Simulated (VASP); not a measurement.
Write the native input for VASP 6.6.1 that does the following.

```yaml
Task: work function
Functional: PBEsol
Potentials_or_basis: VASP PAW PBE potentials, release 64 (Cu)
Cutoff: 520 eV
k_mesh: 12 × 18 × 1
Occupations: methfessel-paxton, width 0.2 eV
Spin: no spin polarisation
Further_INCAR_settings: ALGO = Normal; EDIFF = 1e-06
```

The structure of Cu lies in POSCAR:

```
Cu                                      
1.0
    3.5690000000      0.0000000000      0.0000000000
    0.0000000000      2.5236641021      0.0000000000
    0.0000000000      0.0000000000     27.6183205103
  Cu            
    11
Direct
     0.0000000000000000    1.0000000000000000    0.2751919532207872
     0.5000000000000000    0.5000000000000000    0.3164225824299022
     0.0000000000000000    1.0000000000000000    0.3637323029721827
     0.5000000000000000    0.5000000000000000    0.4089002998732718
     0.0000000000000000    1.0000000000000000    0.4544772137134980
     0.5000000000000000    0.5000000000000000    0.5000000000000000
     0.0000000000000000    1.0000000000000000    0.5455227862865020
     0.5000000000000000    0.5000000000000000    0.5910997001267280
     0.0000000000000000    1.0000000000000000    0.6362676970278172
     0.5000000000000000    0.5000000000000000    0.6835774175700977
     0.0000000000000000    1.0000000000000000    0.7248080467792130
```

The cell was built by a generator and needn't be a form met in nature.

The input as run:

INCAR

```
  ALGO = Normal
  EDIFF = 1E-6
  ENCUT = 520
  GGA = PS
  ISIF = 2
  ISMEAR = 1
  KPAR = 8
  LASPH = T
  LCHARG = T
  LREAL = F
  LVACPOTAV = T
  LVHAR = T
  LWAVE = F
  NELM = 60
  PREC = Accurate
  SIGMA = 0.2
```

KPOINTS

```
k-points
0
Gamma
  12 18 1
```

Potentials or basis: VASP PAW PBE potentials, release 64 (Cu).

The run is started by

```bash
$ cat potpaw_PBE.64/Cu/POTCAR > POTCAR
$ mpirun -np 8 vasp_std > vasp.out
```

It gave:

The largest force is 0.009 eV/Å and the band gap on the k mesh is none (metal or under the smearing width).

Caveat: the PAW data sets were made with another functional, which shifts forces and pressure a little.

Run time: 5.9 min on 8 MPI ranks on Intel(R) Xeon(R) Platinum 8488C (Sapphire Rapids), with other jobs on the host, peak memory 0.89 GiB a rank.
